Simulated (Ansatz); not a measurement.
# Strain and the gap of SrO (Fm-3m)

SrO (started from an entry of an open crystallographic database), relaxed with r2SCAN in Ansatz 0.2.0. The symmetry is Fm-3m (No. 225, cubic); conventional cell a = 5.160 Å, 17.17 Å³ an atom. Sr is surrounded by 6 O at 2.58 Å; O is surrounded by 6 Sr at 2.58 Å.

The axes x, y and z are those of this cell:
```yaml
crystal:
  lattice:
    - [0.00000, 2.57989, 2.57989]
    - [2.57989, 0.00000, 2.57989]
    - [2.57989, 2.57989, 0.00000]
  atoms:
    - { symbol: Sr, position: [0.50000, 0.50000, 0.50000] }
    - { symbol: O, position: [0.00000, 0.00000, 0.00000] }
```

Unstrained: PBE gives an indirect gap of 3.318 eV, from Γ to X; the least direct gap is 3.403 eV at X. r2SCAN gives an indirect gap of 3.799 eV, from Γ to X; the least direct gap is 3.880 eV at X. With HSE06 the valence top lies at Γ and the conduction bottom at X, 4.794 eV higher; the smallest vertical gap, at X, is 4.890 eV. Meshes: PBE 8×8×8, r2SCAN 8×8×8, HSE06 6×6×6. Strains are changes of length per length. After each strain the atoms were relaxed again with r2SCAN within the symmetry that the strain leaves, so tilts or polar shifts that break it weren't tested; points keep the names that they have in the unstrained zone. No spin polarisation and no zero-point or thermal motion.

Changes of the least gap in eV (an overlap counts as a negative gap):
```csv
strain,volume change (%),space group,PBE,r2SCAN,HSE06,"energy rise, r2SCAN (meV/atom)"
"epitaxial -3.57 % in the xy plane, free normal strain +2.07 %",-5.1,I4/mmm,-0.152,-0.154,-0.124,32.8
uniaxial +5.01 % along y,+5.0,I4/mmm,-0.069,-0.077,-0.076,20.0
```

Epitaxial -3.57 % in the xy plane, free normal strain +2.07 %. HSE06: the gap goes from 4.794 to 4.670 eV (-0.124 eV); with r2SCAN the top three valence levels at Γ, degenerate before, become 2+1 from the top over 207 meV. Stress change with r2SCAN, compression positive: xx +9.39, yy +9.39, zz 0.00 GPa.

Uniaxial +5.01 % along y, other directions held. HSE06: the gap goes from 4.794 to 4.718 eV (-0.076 eV); with r2SCAN the top three valence levels at Γ, degenerate before, become 2+1 from the top over 125 meV. Stress change with r2SCAN, compression positive: xx -2.18, yy -6.69, zz -2.18 GPa.

The meshes of the hybrids are coarse, so their gaps aren't converged to the digits shown.

The splittings at Γ are without spin-orbit coupling, which regroups them where it is of like size or larger.
